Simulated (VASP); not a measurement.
Write the native input for VASP 6.6.1 that does the following.

| Property | Result |
| --- | --- |
| Task | relaxation of cell and atoms |
| Functional | PBE |
| Potentials or basis | VASP PAW PBE potentials, release 64 (Al, N) |
| Cutoff | 520 eV |
| k mesh | 4 × 4 × 5 |
| Occupations | gaussian, width 0.03 eV |
| Spin | no spin polarisation |
| Further INCAR settings | ALGO = Fast; EDIFF = 1e-06; IBRION = 2; EDIFFG = -0.005; NSW = 40; ISIF = 3 |

The structure of AlN lies in POSCAR:

```
AlN
1.0
    6.2240000000      0.0000000000      0.0000000000
   -3.1120000000      5.3901421132      0.0000000000
    0.0000000000      0.0000000000      4.9820000000
Al N
8 8
Direct
    0.1666666667      0.3333333333      0.0000000000
    0.1666666667      0.8333333333      0.0000000000
    0.6666666667      0.3333333333      0.0000000000
    0.6666666667      0.8333333333      0.0000000000
    0.3333333333      0.1666666667      0.5000000000
    0.3333333333      0.6666666667      0.5000000000
    0.8333333333      0.1666666667      0.5000000000
    0.8333333333      0.6666666667      0.5000000000
    0.1666666667      0.3333333333      0.3820000000
    0.1666666667      0.8333333333      0.3820000000
    0.6666666667      0.3333333333      0.3820000000
    0.6666666667      0.8333333333      0.3820000000
    0.3333333333      0.1666666667      0.8820000000
    0.3333333333      0.6666666667      0.8820000000
    0.8333333333      0.1666666667      0.8820000000
    0.8333333333      0.6666666667      0.8820000000
```

The cell was built by a generator and isn't the measured one.

One way to write it, as run:

INCAR

```
ALGO = Fast
EDIFF = 1E-6
EDIFFG = -0.005
ENCUT = 520
GGA = PE
IBRION = 2
ISIF = 3
ISMEAR = 0
LASPH = T
LCHARG = F
LREAL = F
LWAVE = F
NELM = 80
NSW = 40
PREC = Accurate
SIGMA = 0.03
```

KPOINTS

```
k-points
0
Gamma
  4 4 5
```

Potentials or basis: VASP PAW PBE potentials, release 64 (Al, N).

Command:

```console
$ cat potpaw_PBE.64/Al/POTCAR potpaw_PBE.64/N/POTCAR > POTCAR
$ mpirun -np 1 vasp_std > vasp.out
```

It gave:

```yaml
Relaxed_volume: 10.63 Å³/atom
Relaxed_cell: a = 6.258 Å, b = 6.258 Å, c = 5.016 Å, α = 90.00°, β = 90.00°, γ = 120.00°
Space_group_after_relaxing_to_0.05_Å: P6_3mc (No. 186)
Energy_gained_by_relaxing: 2.0 meV/atom
Ionic_steps: 7
Pressure_after_relaxing: 0.0 GPa
Largest_force_after_relaxing: 0.005 eV/Å
Band_gap_on_the_k_mesh: 4.05 eV
```

Wall time 3.9 min on 1 thread of Intel(R) Xeon(R) 6975P-C (Granite Rapids), with other jobs on the host, peak memory 0.32 GiB.
